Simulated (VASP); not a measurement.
# Y (P6_3/mmc) in VASP: a series of runs, part 2 of 2

VASP 6.6.1. Earlier steps stand in the parts before.

## Step 5: Electrostatic potential, PBE

This run uses another cell than the first one, of 32.46 Å³/atom, 1.029 times its volume.

File INCAR:

```
  PREC = Accurate
  ENCUT = 230
  EDIFF = 1E-6
  ISMEAR = 1
  SIGMA = 0.1
  LREAL = F
  LASPH = T
  NELM = 100
  ALGO = Normal
  ISIF = 2
  LWAVE = F
  LCHARG = T
  GGA = PE
  LVHAR = T
```

File KPOINTS:

```
regular mesh
0
Gamma
  14 14 8
```

File POSCAR:

```
Y                                       
1.0
    3.6427443052      0.0000000000      0.0000000000
   -1.8213721526      3.1547091040      0.0000000000
    0.0000000000     -0.0000000000      5.6488111027
  Y             
     2
Direct
     0.3333333300000021    0.6666666699999979    0.2500000000000000
     0.6666666699999979    0.3333333300000021    0.7500000000000000
```

Potentials or basis: VASP PAW PBE potentials, release 64 (Y_sv).

Launch:

```bash
$ cat potpaw_PBE.64/Y_sv/POTCAR > POTCAR
$ mpirun -np 1 vasp_std > vasp.out
```

OUTCAR:

```text
PREC = Accurate
   ENCUT = 230
   EDIFF = 1E-6
   ISMEAR = 1
   LREAL = F
   LASPH = T
   NELM = 100
   ISIF = 2
   GGA = PE

 ion  position               nearest neighbor table
   1  0.333  0.667  0.250-   2 3.52   2 3.52   2 3.52   2 3.52   2 3.52   2 3.52
   2  0.667  0.333  0.750-   1 3.52   1 3.52   1 3.52   1 3.52   1 3.52   1 3.52

  LATTYP: Found a hexagonal cell.
 ALAT       =     3.6427443052
 C/A-ratio  =     1.5507020613

  Lattice vectors:

 A1 = (   3.6427443052,   0.0000000000,   0.0000000000)
 A2 = (  -1.8213721526,   3.1547091040,   0.0000000000)
 A3 = (   0.0000000000,   0.0000000000,   5.6488111027)

Analysis of symmetry for initial positions (statically):
=====================================================================
 Subroutine PRICEL returns:
 Original cell was already a primitive cell.

 Routine SETGRP: Setting up the symmetry group for a
 hexagonal supercell.

 Subroutine GETGRP returns: Found 24 space group operations
 (whereof 12 operations were pure point group operations)
 out of a pool of 24 trial point group operations.

The static configuration has the point symmetry D_3d.
 The point group associated with its full space group is D_6h.

Analysis of symmetry for dynamics (positions and initial velocities):
=====================================================================
 Subroutine PRICEL returns:
 Original cell was already a primitive cell.

 Routine SETGRP: Setting up the symmetry group for a
 hexagonal supercell.

 Subroutine GETGRP returns: Found 24 space group operations
 (whereof 12 operations were pure point group operations)
 out of a pool of 24 trial point group operations.

The dynamic configuration has the point symmetry D_3d.
 The point group associated with its full space group is D_6h.

 Subroutine INISYM returns: Found 24 space group operations
 (whereof 12 operations are pure point group operations),
 and found     1 'primitive' translations

----------------------------------------------------------------------------------------

[... 124 lines left out ...]
 Methfessel and Paxton  Order N= 1 SIGMA  =   0.10
  energy-cutoff  :      230.00
  volume of cell :       64.91
 maximum number of plane-waves:       530
 NGX is ok and might be reduce to    18
   NGX =  9   NGY =  9   NGZ = 13

 number of electron      21.9999993 magnetization

 Free energy of the ion-electron system (eV)
  ---------------------------------------------------
  ext. energy  EPLUGINS =         0.00000000
  ---------------------------------------------------
  free energy    TOTEN  =       -12.84458226 eV

  energy without entropy =      -12.84693549  energy(sigma->0) =      -12.84536667

 E-fermi :   3.0548     XC(G=0):  -9.4716

 val. band max:        3.0488268404   @ k =   0.3571   0.1429   0.2500
 cond. band min:       3.0615177268   @ k =   0.2143   0.0714   0.3750
 fundamental gap:      0.0126908863
 Fermi energy:         3.0547634417

 k-point     1 :       0.0000    0.0000    0.0000
  band No.  band energies     occupation
      1     -39.5877      2.00000
      2     -39.5069      2.00000
      3     -19.8889      2.00000
      4     -19.3974      2.00000
      5     -19.3974      2.00000
      6     -19.2989      2.00000
      7     -19.2989      2.00000
      8     -19.2557      2.00000
      9      -1.6139      2.00000
     10       1.2158      2.00000
     11       4.0684     -0.00000
     12       4.8022     -0.00000
     13       4.8022     -0.00000
     14       5.2073      0.00000
[... 401 lines left out ...]
      2     -39.5048      2.00000
      3     -19.7127      2.00000
      4     -19.6095      2.00000
      5     -19.6074      2.00000
      6     -19.5432      2.00000
      7     -19.4920      2.00000
      8     -19.4871      2.00000
      9       2.2221      2.00000
     10       2.3296      2.00000
     11       2.5019      2.00000
     12       2.5740      2.00000
     13       4.1367     -0.00000
     14       4.2309     -0.00000
     15       5.4323      0.00000

 [... further k-points ...]

------------------------ aborting loop because EDIFF is reached ----------------------------------------

  FORCE on cell =-STRESS in cart. coord.  units (eV):
  Direction    XX          YY          ZZ          XY          YZ          ZX
  --------------------------------------------------------------------------------------
  -------------------------------------------------------------------------------------
  Total       -0.0069170     -0.0069170     -0.0091918      0.0000000      0.0000000      0.0000000
  in kB       -0.1707184     -0.1707184     -0.2268648      0.0000000      0.0000000      0.0000000
  external PRESSURE =      -0.1894339 kB  Pullay stress =       0.0000000 kB

 VOLUME and BASIS-vectors are now :
 -----------------------------------------------------------------------------
  energy-cutoff  :      230.00
  volume of cell :       64.91
      direct lattice vectors                 reciprocal lattice vectors
     3.642744305  0.000000000  0.000000000     0.274518307  0.158493219  0.000000000
    -1.821372153  3.154709104  0.000000000     0.000000000  0.316986437  0.000000000
     0.000000000  0.000000000  5.648811103     0.000000000  0.000000000  0.177028402

 POSITION                                       TOTAL-FORCE (eV/Angst)
 -----------------------------------------------------------------------------------
     -0.00000      2.10314      1.41220        -0.000000      0.000000      0.000000
      1.82137      1.05157      4.23661         0.000000     -0.000000      0.000000
 -----------------------------------------------------------------------------------
    total drift:                               -0.000004      0.000003     -0.000000

  FREE ENERGIE OF THE ION-ELECTRON SYSTEM (eV)
  ---------------------------------------------------
  free  energy   TOTEN  =       -12.8445822634 eV

  energy  without entropy=      -12.8469354946  energy(sigma->0) =      -12.84536667
```

OSZICAR:

```text
N       E                     dE             d eps       ncg     rms          rms(c)
DAV:   1     0.557777689673E+02    0.55778E+02   -0.79366E+03  4029   0.799E+02
DAV:   2    -0.717237663830E+01   -0.62950E+02   -0.62032E+02  4715   0.194E+02
DAV:   3    -0.131451192790E+02   -0.59727E+01   -0.59385E+01  6480   0.368E+01
DAV:   4    -0.132462138993E+02   -0.10109E+00   -0.10107E+00  4131   0.545E+00
DAV:   5    -0.132487754824E+02   -0.25616E-02   -0.25616E-02  4979   0.662E-01    0.332E+01
DAV:   6    -0.129198957187E+02    0.32888E+00   -0.41960E-01  3621   0.461E+00    0.206E+01
DAV:   7    -0.128559662443E+02    0.63929E-01   -0.80481E-01  4308   0.590E+00    0.179E+00
DAV:   8    -0.128456710304E+02    0.10295E-01   -0.16200E-01  4300   0.261E+00    0.130E+00
DAV:   9    -0.128446595977E+02    0.10114E-02   -0.35587E-03  5214   0.410E-01    0.337E-01
DAV:  10    -0.128446059933E+02    0.53604E-04   -0.15622E-03  3791   0.320E-01    0.386E-01
DAV:  11    -0.128445671816E+02    0.38812E-04   -0.14708E-04  4183   0.921E-02    0.441E-02
DAV:  12    -0.128445807132E+02   -0.13532E-04   -0.17481E-05  4516   0.327E-02    0.159E-02
DAV:  13    -0.128445821880E+02   -0.14749E-05   -0.25350E-06  3363   0.133E-02    0.693E-04
DAV:  14    -0.128445822634E+02   -0.75382E-07   -0.18774E-07  2157   0.303E-03
   1 F= -.12844582E+02 E0= -.12845367E+02  d E =0.235323E-02
```

stdout:

```text
POSCAR found type information on POSCAR Y
 POSCAR found :  1 types and       2 ions
 scaLAPACK will be used
 LDA part: xc-table for (Slater+PW92), standard interpolation
 POSCAR, INCAR and KPOINTS ok, starting setup
 FFT: planning ... GRIDC
 FFT: planning ... GRID_SOFT
 FFT: planning ... GRID
 WAVECAR not read
 entering main loop
```

It took 26 s on 1 thread of AMD EPYC 7R13 (Zen 3), shared host; peak memory 0.12 GiB.

What came out:

- Free energy: -12.8446 eV
- Band gap on the k mesh: none (metal or under the smearing width)

Caveat: the cutoff is under 1.25 times the usual one of these potentials, so pressure, stress and relaxed cells hold a basis-set (Pulay) error.
